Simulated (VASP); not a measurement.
The system is HfS2.

```xyz
3
Lattice="3.5994 0.0000 0.0000 -1.7997 3.1171 0.0000 0.0000 0.0000 5.7653" Properties=species:S:1:pos:R:3 pbc="T T T"
Hf    0.0000    0.0000    5.7653
S     1.7997    1.0390    4.3118
S     0.0000    2.0781    1.4535
```

The cell is a database's computed one.

Program: VASP 6.6.1. Alike in all runs: task band structure; potentials or basis VASP PAW PBE potentials, release 64 (Hf_pv, S); no spin polarisation; cell as given; k mesh 6 × 6 × 3; cutoff (eV) 520; smearing gaussian 0.03 eV.

Problem. Order these runs on this cell by their band gap on the k mesh, lowest first.
A. level PBE0; exchange at q = 0 truncated
B. level PBE-EpsX; exchange at q = 0 truncated; share of exact exchange 0.1076
C. level HSE06; screening parameter 0.2 1/A

Solution. B (1.55 eV), C (1.71 eV), A (2.39 eV).

Caveats: spin-orbit coupling is left out, which moves the levels of the heavy elements.

A k mesh can miss the band edges.

Runs at the PBE level aren't shown here.
